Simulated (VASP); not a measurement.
Runs of VASP 6.6.1 on MgS. Symmetry: P6_3mc, No. 186, hexagonal system. Conventional cell: a = 4.035 Å, b = 4.035 Å, c = 6.432 Å, α = 90.00°, β = 90.00°, γ = 120.00°. Around S (site symmetry 3m) lie 4 Mg at 2.45 to 2.47 Å. Mg (site symmetry 3m) is surrounded by 4 S at 2.45 to 2.47 Å. The cell comes from a database or a generator and needn't be the stable form of this composition.

```tsv
task	level	potentials or basis	cell	k mesh	cutoff (eV)	smearing	grid for exact exchange (PRECFOCK)	exchange at q = 0	gap on the mesh (eV)	pressure (GPa)	largest force (eV/Å)
electrostatic potential	TPSS+D2	VASP PAW PBE potentials, release 64 (S, Mg)	cell strained at random at fixed volume	8 × 8 × 4	520	fermi-dirac 0.02 eV	-	-	3.68	-1.0	0.19
single point	TPSSh	VASP PAW PBE potentials, release 64 (S, Mg)	as given	5 × 5 × 3	520	fermi-dirac 0.02 eV	Normal	truncated	(c)	0.4	0.04
single point	SCAN0	VASP PAW PBE potentials, release 64 (S, Mg)	volume scaled by 1.08	5 × 5 × 3	520	fermi-dirac 0.02 eV	Normal	truncated	(b)	-5.0	(a)
single point	SCAN+MBD-FI	VASP PAW PBE potentials, release 54 (S, Mg)	as given	8 × 8 × 4	500	gaussian 0.05 eV	-	-	4.09	-1.2	0.06
```

Alike in all rows: no spin polarisation.

Estimate the missing entries.

(a) 0.07; (b) 5.11; (c) 4.35.

Caveats: the PAW data sets were made with another functional, which shifts forces and pressure a little.

Runs at the PBE level aren't shown here.
